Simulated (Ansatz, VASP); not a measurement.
# One calculation of BN, two programs

INCAR

```
  PREC = Accurate
  ENCUT = 520
  EDIFF = 1E-6
  ISMEAR = -1
  SIGMA = 0.05
  LREAL = False
  LASPH = True
  NELM = 80
  ALGO = Fast
  ISIF = 2
  LWAVE = False
  LCHARG = False
  GGA = PS
  NBANDS = 11
```

The input KPOINTS:

```
Automatic mesh
0
Gamma
  12 12 12
```

File POSCAR:

```
BN
1.0
    1.2511217832      0.7223354983      3.3729344033
   -1.2511217832      0.7223354983      3.3729344033
    0.0000000000     -1.4446709966      3.3729344033
N B
1 1
Direct
    0.6672382000      0.6672382000      0.6672382000
    0.0003288000      0.0003288000      0.0003288000
```

Contents of KPOINTS_OPT:

```
path GLB1,BZGX,QFP1Z,LP
10
line-mode
reciprocal
 0.0000000000  0.0000000000  0.0000000000  G
 0.5000000000  0.0000000000  0.0000000000  L

 0.5000000000  0.0000000000  0.0000000000  L
 0.5000000000  0.1972419765 -0.1972419765  B1

 0.8027580235  0.5000000000  0.1972419765  B
 0.5000000000  0.5000000000  0.5000000000  Z

 0.5000000000  0.5000000000  0.5000000000  Z
 0.0000000000  0.0000000000  0.0000000000  G

 0.0000000000  0.0000000000  0.0000000000  G
 0.3486209883  0.0000000000 -0.3486209883  X

 0.6513790117  0.3486209883  0.0000000000  Q
 0.5000000000  0.5000000000  0.0000000000  F

 0.5000000000  0.5000000000  0.0000000000  F
 0.6513790117  0.6513790117  0.1972419765  P1

 0.6513790117  0.6513790117  0.1972419765  P1
 0.5000000000  0.5000000000  0.5000000000  Z

 0.5000000000  0.0000000000  0.0000000000  L
 0.8027580235  0.3486209883  0.3486209883  P
```

File input.yaml:

```yaml
crystal:
  lattice:
    - [1.2511217832, 0.7223354983, 3.3729344033]
    - [-1.2511217832, 0.7223354983, 3.3729344033]
    - [0.0, -1.4446709966, 3.3729344033]
  atoms:
    - { symbol: "N", position: [0.6672382, 0.6672382, 0.6672382] }
    - { symbol: B, position: [0.0003288, 0.0003288, 0.0003288] }
hamiltonian:
  xc: pbesol
  pseudopotentials: { kind: paw }
kpoints:
  mp_grid: { grid: [12, 12, 12] }
  band_path:
    path:
      - [[0.0, 0.0, 0.0], [0.5, 0.0, 0.0], [0.5, 0.1972419765, -0.1972419765]]
      - [[0.8027580235, 0.5, 0.1972419765], [0.5, 0.5, 0.5], [0.0, 0.0, 0.0], [0.3486209883, 0.0, -0.3486209883]]
      - [[0.6513790117, 0.3486209883, 0.0], [0.5, 0.5, 0.0], [0.6513790117, 0.6513790117, 0.1972419765], [0.5, 0.5, 0.5]]
      - [[0.5, 0.0, 0.0], [0.8027580235, 0.3486209883, 0.3486209883]]
    npoints: 14
scf:
  occupations: { method: fermi_dirac, width: 0.05 }
  n_extra_bands: 6
output:
  forces: true
  stress: true
  eigenvalues: true
  fatbands: false
  write_density: true
  write_potential: true
  elf: true
  volumetric_format: npy
```

The cell is a database's computed one.

Alike in both runs: task band structure; functional PBEsol; k mesh 12 × 12 × 12; occupations fermi-dirac, width 0.05 eV; no spin polarisation.

```csv
,VASP,Ansatz
version,VASP 6.6.1,Ansatz 0.2.0
potentials or method,"VASP PAW PBE potentials, release 64 (N, B)",Ansatz PAW
plane-wave cutoff (eV),520,420
valence electrons in the cell,8,8
```

VASP gave:

| Quantity | Value |
| --- | --- |
| gap on the k mesh at the Fermi level (eV) | 4.18 |
| least direct gap on the mesh (eV) | 4.63 |
| gap along the band path (eV) | 4.12 |
| pressure (GPa) | 1.0 |
| largest component of the traceless stress (GPa) | 0.69 |

Q: Estimate Ansatz's values.

A: gap on the k mesh at the Fermi level (eV): 4.19; least direct gap on the mesh (eV): 4.64; gap along the band path (eV): 4.14; pressure (GPa): 0.7; largest component of the traceless stress (GPa): 0.25.

Caveats: the PAW data sets were made with another functional, which shifts forces and pressure a little (VASP); the pressure holds a Pulay correction of +0.6 GPa for the finite cutoff (Ansatz); the PAW data sets come from PBE, with cores solved anew for the run's functional, which leaves a small shift of forces and pressure (Ansatz).
